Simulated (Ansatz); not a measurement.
The following input was run with Ansatz 0.2.0.

```yaml
crystal:
  lattice:
    - [0.228186, 2.0577243015, 2.0577243015]
    - [2.0577243015, 0.228186, 2.0577243015]
    - [2.0577243015, 2.0577243015, 0.228186]
  atoms:
    - { symbol: Rh, position: [0.0, 0.0, 0.0] }
basis:
  ecutwfc: 420
kpoints:
  mp_grid: { grid: [18, 18, 18] }
hamiltonian:
  xc: pbe
scf:
  occupations: { method: gaussian, width: 0.1 }
output:
  forces: true
  stress: true
  eigenvalues: true
```

Run as
```bash
ansatz run input.yaml --threads 1 --pin off --max-ram 1331MiB --backend cpu --events-out ev --progress --plain --runs-dir out
```

Theory: DFT PBE, scalar-relativistic, plane waves, PAW (Ansatz).

From the run's log, abridged:

```
Pseudopotentials: kind: paw
Pseudopotential: Rh, paw, valence charge 17, recommended cutoff 420 eV (normal)
Functional definition: PBE
Crystal: 1 atom, lattice volume = 14.539 Å³
Basis set: ecut = 420 eV, 285 PW (Γ), exchange–correlation on 40×40×40 points (8 copies of the dense FFT grid, shifted against one another)
Bands: 13, of which v1, the nominal top of the filled ones, is band 9 counted from 1 (8 counted from 0)
Symmetry: 12 space group operations
Space group: R-3m (ITA 166), of the structure as read, at distance tolerance 2.4e-5 Å
k-points: 580 of 5832
Initial density: superposition of atomic densities (neutral atoms: chi_scale 0, normalization atom), corrected by the library's trained network
Initial wavefunctions: pseudopotential atomic-orbital guess
Functional: x = pbe(κ = 0.804, μ = 0.21951497), c = pbe(β = 0.06672455)
SCF iter   1: F=—  HF=-6402.610434 eV  |F-HF|=—  |Δ(HF+E_count)|=         —  Δρ=8.01e-3  dr2=1.33e-3  ethr=1.77e-3  ⟨swp⟩=4.8  Hψ=41658  notcnv=0
SCF iter   2: F=—  HF=-6402.610515 eV  |F-HF|=—  |Δ(HF+E_count)|=   8.15e-5  Δρ=4.15e-3  dr2=3.51e-4  ethr=7.82e-6  ⟨swp⟩=1.9  Hψ=13813  notcnv=0
SCF iter   3: F=—  HF=-6402.610575 eV  |F-HF|=—  |Δ(HF+E_count)|=   5.96e-5  Δρ=5.16e-4  dr2=3.44e-5  ethr=2.07e-6  ⟨swp⟩=1.6  Hψ=10063  notcnv=0
SCF iter   4: F=—  HF=-6402.610565 eV  |F-HF|=—  |Δ(HF+E_count)|=   9.79e-6  Δρ=1.47e-4  dr2=7.07e-7  ethr=2.02e-7  ⟨swp⟩=2.2  Hψ=10276  notcnv=0
SCF iter   5: F=—  HF=-6402.610566 eV  |F-HF|=—  |Δ(HF+E_count)|=   5.52e-7  Δρ=5.89e-5  dr2=2.16e-7  ethr=4.16e-9  ⟨swp⟩=2.7  Hψ=13273  notcnv=0
SCF iter   6: F=-6402.610566 eV  HF=-6402.610566 eV  |F-HF|=1.54e-8  |Δ(HF+E_count)|=   5.74e-8  Δρ=1.39e-5  dr2=2.30e-8  ethr=5.88e-10  ⟨swp⟩=4.8  Hψ=24917  notcnv=0
SCF 1 converged in 6 iterations: F = -6402.610566 eV  dr2 = 2.30e-8
SCF converged after 6 iterations
Free energy (F): -6402.610566 eV
Harris-Foulkes:  -6402.610566 eV  (|F-HF|=1.54e-8)
Internal energy: -6402.602004 eV  (E = F + TS)
E sigma→0 (E₀):  -6402.606285 eV
Entropy (-TS):   -0.008562 eV (-8.562 meV/atom)
Fermi energy:    20.792780 eV
--- Per-component energies (eV) ---
  E_band       = -108.283433
  E_kinetic    = 572.981723
  E_local      = -1657.037366  (includes V_loc(G=0)·N_el)
  E_nonlocal   = 355.249712
  E_hartree    = 585.030608
  E_xc         = -221.534668
  E_vxc        = -278.067655  (∫ρ·V_xc dr)
  E_paw        = -3587.162115  (= ΣΔE_a)
  E_vpaw       = -271.478413  (= ΣTr[D̂ρ^β])
  E_aug_tail   = 0.000860  (compensation charges beyond the density's cutoff)
  E_ewald      = -2450.130757
  E_smearing   = -0.008562  (= −TS)
--- Forces (eV/Å), atoms counted from 1 ---
  atom   1  Rh     0.00000000     0.00000000     0.00000000
--- Stress (GPa, compression-positive) ---
        1.783922     -16.251359     -16.251359
      -16.251359       1.783922     -16.251359
      -16.251359     -16.251359       1.783922
  P = ⅓ Tr σ = 1.7839 GPa (17.839 kbar)
--- Band table (eV; the first three rows and the last of 580) ---
  k-point 0: bands = ["-57.8734", "-25.3966", "-25.3500", "-25.3500", "13.3011", "16.8552", "18.1855", "18.1855", "20.3650", "20.3650", "35.6452", "39.4210", "43.7823"]
  k-point 1: bands = ["-57.8693", "-25.3970", "-25.3762", "-25.3556", "13.4339", "16.9152", "18.1132", "18.2757", "20.2837", "20.3243", "35.8510", "39.5776", "42.9212"]
  k-point 2: bands = ["-57.8577", "-25.4539", "-25.3956", "-25.3716", "13.8152", "17.0826", "17.9272", "18.5384", "20.0716", "20.2115", "36.4031", "39.7857", "41.6708"]
  k-point 579: bands = ["-57.8357", "-25.7492", "-25.3779", "-25.3779", "14.9058", "18.0057", "18.0057", "20.2670", "21.2523", "21.2523", "26.4939", "37.4925", "43.9796"]
```

The calculation finished and met its thresholds.